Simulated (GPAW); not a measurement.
HgSe:

```
CELL_PARAMETERS angstrom
0.00000 3.03900 3.03900
3.03900 0.00000 3.03900
3.03900 3.03900 0.00000
ATOMIC_POSITIONS crystal
Hg 0.00000 0.00000 0.00000
Se 0.75000 0.75000 0.75000
```

- Program: GPAW 26.7.0
- Task: relaxation of cell and atoms
- Functional: PBE
- Dispersion: D4
- Potentials or basis: GPAW PAW data sets (gpaw-data 1.2.1)
- Cutoff: 600 eV
- Basis: pw
- k mesh: 8 × 8 × 8
- Occupations: fermi-dirac, width 0.05 eV
- Spin: no spin polarisation

At the start: pressure 2.9 GPa; volume 28.07 Å³/atom.

Where does the relaxation end?

Over 9 steps the energy falls by 13.0 meV/atom and the volume is 29.73 Å³/atom (+5.9 %); space group F-43m (No. 216, to 0.05 Å).

Step by step:
| step | energy change (eV) | largest force (eV/Å) | pressure (GPa) | volume (Å³) |
| --- | --- | --- | --- | --- |
| 1 | 0.0000 | 0.0000 | 2.91 | 56.13 |
| 2 | -0.0072 | 0.0000 | 2.43 | 56.56 |
| 3 | -0.0174 | 0.0000 | 1.61 | 57.37 |
| 4 | -0.0248 | 0.0000 | 0.61 | 58.43 |
| 5 | -0.0257 | 0.0000 | -0.38 | 59.61 |
| 6 | -0.0257 | 0.0000 | -0.37 | 59.60 |
| 7 | -0.0258 | 0.0000 | -0.34 | 59.57 |
| 8 | -0.0259 | 0.0000 | -0.31 | 59.52 |
| 9 | -0.0260 | 0.0000 | -0.26 | 59.46 |

Final structure:
```
CELL_PARAMETERS angstrom
0.00000 3.09796 3.09796
3.09796 0.00000 3.09796
3.09796 3.09796 0.00000
ATOMIC_POSITIONS crystal
Hg 0.00000 0.00000 0.00000
Se 0.75000 0.75000 0.75000
```

Caveat: later steps reuse the first step's grids; pairwise dispersion overbinds metals, which lowers pressure and volume.
